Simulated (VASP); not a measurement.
# AlN (Fm-3m) in VASP: further runs, part 5 of 5

VASP 6.6.1.

## (6) G0W0 quasiparticle levels, PBE

Input file POSCAR:

```
AlN
1.0
    0.0000000000      2.0345180000      2.0345180000
    2.0345180000      0.0000000000      2.0345180000
    2.0345180000      2.0345180000      0.0000000000
Al N
1 1
Direct
    0.5000000000      0.5000000000      0.5000000000
    0.0000000000      0.0000000000      0.0000000000
```

Input file INCAR.step1:

```
ALGO = Normal ; EDIFF = 1E-8
ENCUT = 450 ; GGA = PE
ISMEAR = 0 ; LASPH = T
LCHARG = F ; LREAL = F
LWAVE = T ; NELM = 100
PREC = Accurate ; SIGMA = 0.01
```

Input file INCAR.step2:

```
ALGO = Exact ; EDIFF = 1E-8
ENCUT = 450 ; GGA = PE
ISMEAR = 0 ; ISTART = 1
LASPH = T ; LCHARG = F
LOPTICS = T ; LREAL = F
LWAVE = T ; NBANDS = 44
NELM = 1 ; PREC = Accurate
SIGMA = 0.01
```

Input file INCAR.step3:

```
ALGO = EVGW0 ; EDIFF = 1E-8
ENCUT = 450 ; ENCUTGW = 150
GGA = PE ; ISMEAR = 0
ISTART = 1 ; LASPH = T
LCHARG = F ; LREAL = F
LWAVE = F ; NBANDS = 44
NBANDSGW = 12 ; NELMGW = 1
NOMEGA = 100 ; PREC = Accurate
PRECFOCK = Fast ; SIGMA = 0.01
```

Input file KPOINTS:

```
k-points
0
Gamma
  3 3 3
```

Potentials or basis: VASP PAW PBE potentials, release 64 (Al_GW, N_GW).

Run with:

```console
$ cat potpaw_PBE.64/Al_GW/POTCAR potpaw_PBE.64/N_GW/POTCAR > POTCAR
$ cp INCAR.step1 INCAR
$ mpirun -np 1 vasp_std > vasp.out
$ cp INCAR.step2 INCAR
$ mpirun -np 1 vasp_std > vasp.out
$ cp INCAR.step3 INCAR
$ mpirun -np 1 vasp_std > vasp.out
```

OUTCAR:

```text
EDIFF = 1E-8
   ENCUT = 450
   ENCUTGW = 150
   GGA = PE
   ISMEAR = 0
   ISTART = 1
   LASPH = T
   LREAL = F
   NELMGW = 1
   PREC = Accurate
   PRECFOCK = Fast

 Found      4 irreducible k-points:

 Following reciprocal coordinates:
            Coordinates               Weight
  0.000000  0.000000  0.000000      1.000000
  0.333333  0.000000  0.000000      8.000000
  0.333333  0.333333  0.000000      6.000000
 -0.333333  0.333333  0.000000     12.000000
   k-points           NKPTS =      4   k-points in BZ     NKDIM =     27   number of bands    NBANDS=     44
   number of dos      NEDOS =    301   number of ions     NIONS =      2
   total plane-waves  NPLWV =   8000
   dimension x,y,z NGX =    20 NGY =   20 NGZ =   20
   dimension x,y,z NGXF=    40 NGYF=   40 NGZF=   40
   ions per type =               1   1
   NGX,Y,Z   is equivalent  to a cutoff of  11.56, 11.56, 11.56 a.u.
   NGXF,Y,Z  is equivalent  to a cutoff of  23.11, 23.11, 23.11 a.u.
 SYSTEM =  unknown system
   PREC   = accura    normal or accurate (medium, high low for compatibility)
   ISTART =      1    job   : 0-new  1-cont  2-samecut
   ICHARG =      0    charge: 1-file 2-atom 10-const
   ISPIN  =      1    spin polarized calculation?
   LNONCOLLINEAR =      F non collinear calculations
   LSORBIT =      F    spin-orbit coupling
   LASPH  =      T    aspherical Exc in radial PAW
   ENCUT  =  450.0 eV  33.07 Ry    5.75 a.u.   4.98  4.98  4.98*2*pi/ulx,y,z
   NELM   =     60;   NELMIN=  2; NELMDL=  0     # of ELM steps
   EDIFF  = 0.1E-07   stopping-criterion for ELM
   LREAL  =      F    real-space projection
   EDIFFG = 0.1E-06   stopping-criterion for IOM
   NSW    =      0    number of steps for IOM
   IBRION =     -1    ionic relax: 0-MD 1-quasi-New 2-CG
   NFREE  =      0    steps in history (QN), initial steepest desc. (CG)
   ISIF   =      0    stress and relaxation
   ISYM   =      3    0-nonsym 1-usesym 2-fastsym
   POTIM  = 0.5000    time-step for ionic-motion
   TEBEG  =    0.0;   TEEND  =   0.0 temperature during run
   PSTRESS=    0.0 pullay stress
   NELECT =       8.0000    total number of electrons
   NUPDOWN=      -1.0000    fix difference up-down
   EMIN   =  10.00;   EMAX   =-10.00  energy-range for DOS
   EFERMI =   0.00;   METHOD = LEGACY
   ISMEAR =     0;   SIGMA  =   0.01  broadening in eV -4-tet -1-fermi 0-gaus
   EFERMI_NEDOS =   21; number of points for ismear=-14 and -15
   IALGO  =     38    algorithm
   IMIX   =      4    mixing-type and parameters
     AMIX     =   0.40;   BMIX     =  1.00
     AMIX_MAG =   1.60;   BMIX_MAG =  1.00
  volume/ion in A,a.u.               =       8.42        56.83
  Fermi-wavevector in a.u.,A,eV,Ry     =   1.277321  2.413786 22.198561  1.631548
  Thomas-Fermi vector in A             =   2.409927
   LORBIT       =      0    0 simple, 1 ext, 2 COOP (PROOUT), +10 PAW based schemes
   GGA     = PE    functional components
   LHFCALC =     T    Hartree Fock is set to
   PRECFOCK=fast      Normal, Fast or Accurate (Low or Medium for compatibility)
   ENCUT4O =  -1.0   cutoff for four orbital integrals eV
   NKREDX  =     1    reduce k-point grid by
   NKREDY  =     1    reduce k-point grid by
   NKREDZ  =     1    reduce k-point grid by
   AEXX    =    1.0000 exact exchange contribution
   HFSCREEN=    0.0000 screening length (either q_TF or 0.3 A-1)
   HFSCREENC=   0.0000 screening length for correlation (either q_TF or 0.3 A-1)
   ENCUTFOCK=  -1.0 apply spherical cutoff to Coloumb kernel
   IVDW    =     0    specifies the selected vdW correction
   LEPSILON=     F    determine dielectric tensor
   LRPA    =     F    only Hartree local field effects (RPA)
   LRPAFORCE           =     F    calculate RPA forces
   ENCUTGW             = 150.0    cutoff for response function in eV
   ENCUTGWSOFT         = 120.0    soft cutoff for Coulomb kernel in GW response function in eV
   ENCUTLF             =  -1.0    cutoff for local field effects
   NELMGW              =     1    number of iterations in solving QP/BSE equation
   NELMHF              =     1    number of iterations in the inner HF iteration
   NKREDLFX            =     1    NKREDLFY  =   1   NKREDLFZ  =   1
 non-spin polarized calculation
 Gauss-broadening in eV      SIGMA  =   0.01
  energy-cutoff  :      450.00
  volume of cell :       16.84
 maximum number of plane-waves:       375
  NGX = 12; NGY = 12; NGZ = 12
   NGX =  9   NGY =  9   NGZ =  9
 maximum number of plane-waves:        76

 QP shifts <psi_nk| G(iteration)W_0 |psi_nk>: iteration 1
 for sc-GW calculations column KS-energies equals QP-energies in previous step
 and V_xc(KS)=  KS-energies - (<T + V_ion + V_H > + <T+V_H+V_ion>^1  + <V_x>^1)

 k-point   1 :       0.0000    0.0000    0.0000
  band No.  KS-energies  QP-energies   sigma(KS)   V_xc(KS)     V^pw_x(r,r')   Z            occupation Imag(sigma)

      1      -8.8173      -9.8760     -16.3300     -14.5807     -24.7400       0.6052       2.0000       1.0616
      2       8.6417       8.1450     -17.9526     -17.3363     -21.4544       0.8059       2.0000       0.0539
      3       8.6417       8.1450     -17.9526     -17.3363     -21.4544       0.8059       2.0000       0.0539
      4       8.6417       8.1450     -17.9526     -17.3363     -21.4544       0.8059       2.0000       0.0539
      5      13.9874      15.0761     -13.2287     -14.5892      -8.4956       0.8002       0.0000      -0.0632
      6      20.5617      21.3897      -9.5832     -10.5978      -4.3058       0.8160       0.0000      -0.0801
      7      20.5617      21.3897      -9.5832     -10.5978      -4.3058       0.8160       0.0000      -0.0801
      8      20.5617      21.3897      -9.5832     -10.5978      -4.3058       0.8160       0.0000      -0.0801
      9      25.6576      25.8226      -9.1680      -9.4009      -2.4763       0.7082       0.0000      -0.2735
     10      26.0934      27.1871     -10.0743     -11.4784      -4.4140       0.7789       0.0000      -0.1293
     11      26.0934      27.1871     -10.0743     -11.4784      -4.4140       0.7789       0.0000      -0.1293
     12      26.9887      27.9159      -9.9362     -11.1255      -2.8392       0.7797       0.0000      -0.5023
[... 36 lines left out ...]
      1      -4.8088      -6.0504     -18.1466     -16.6935     -26.0140       0.8544       2.0000       1.0663
      2       2.4746       1.4779     -15.0320     -13.7207     -19.1605       0.7601       2.0000       0.0866
      3       2.7783       1.7359     -15.1154     -13.7665     -19.2138       0.7728       2.0000       0.0844
      4       6.7059       5.9882     -16.9429     -16.0313     -20.6362       0.7872       2.0000       0.0536
      5      14.9498      15.7594      -9.9924     -10.9767      -5.1572       0.8224       0.0000      -0.0582
      6      18.9625      20.2873     -13.0645     -14.7418      -7.8571       0.7898       0.0000      -0.0763
      7      20.4572      21.7567     -13.1021     -14.7639      -7.5244       0.7819       0.0000      -0.1038
      8      21.9832      23.1676     -10.7666     -12.2465      -4.9831       0.8003       0.0000      -0.1471
      9      24.8370      25.6649     -10.2683     -11.3985      -3.7527       0.7326       0.0000      -0.1951
     10      28.3344      29.2228      -9.5092     -10.5322      -3.1688       0.8686       0.0000      -0.4707
     11      31.7419      32.5656      -9.5765     -10.6832      -2.2499       0.7443       0.0000      -0.6318
     12      35.0344      36.3752     -11.2044     -12.9358      -3.8165       0.7744       0.0000      -0.9048
```

OUTCAR.step1:

```text
EDIFF = 1E-8
   ENCUT = 450
   GGA = PE
   ISMEAR = 0
   LASPH = T
[... 150 lines left out ...]
 -----------------------------------------------------------------------------------
      2.03452      2.03452      2.03452         0.000000      0.000000      0.000000
      0.00000      0.00000      0.00000        -0.000000     -0.000000     -0.000000
 -----------------------------------------------------------------------------------
    total drift:                                0.000000     -0.000000     -0.000000

  FREE ENERGIE OF THE ION-ELECTRON SYSTEM (eV)
  ---------------------------------------------------
  free  energy   TOTEN  =       -14.1775501564 eV

  energy  without entropy=      -14.1775501564  energy(sigma->0) =      -14.17755016
```

Run time: 14 s. Hardware: 1 thread of AMD EPYC 7R43 (Zen 3), shared host; peak memory 0.11 GiB.

The run converged, but some of its settings lie outside the range that counts as converged, so its numbers aren't taken as properties of the crystal.

Results:

| Item | Value |
| --- | --- |
| Band gap on the k mesh, mean-field level | 5.35 eV, direct |
| Quasiparticle gap | 6.93 eV |
| Least direct quasiparticle gap | 6.93 eV |

Caveat: the k mesh is coarse (spacing up to 0.89 Å⁻¹), so the values aren't converged; the cutoff is under 1.25 times the usual one of these potentials, so pressure, stress and relaxed cells hold a basis-set (Pulay) error; bands, screening cutoff and mesh are small and nothing is extrapolated, so the quasiparticle values aren't converged.

## (7) For comparison

An earlier run on the cell as given: functional PBE; potentials or basis VASP PAW PBE potentials, release 64 (Al, N); cutoff 520 eV; k mesh 11 × 11 × 11; occupations fermi-dirac, width 0.05 eV; no spin polarisation.

- Pressure: 0.0 GPa
- Band gap on the k mesh: 4.55 eV, indirect (least direct gap 5.41 eV)
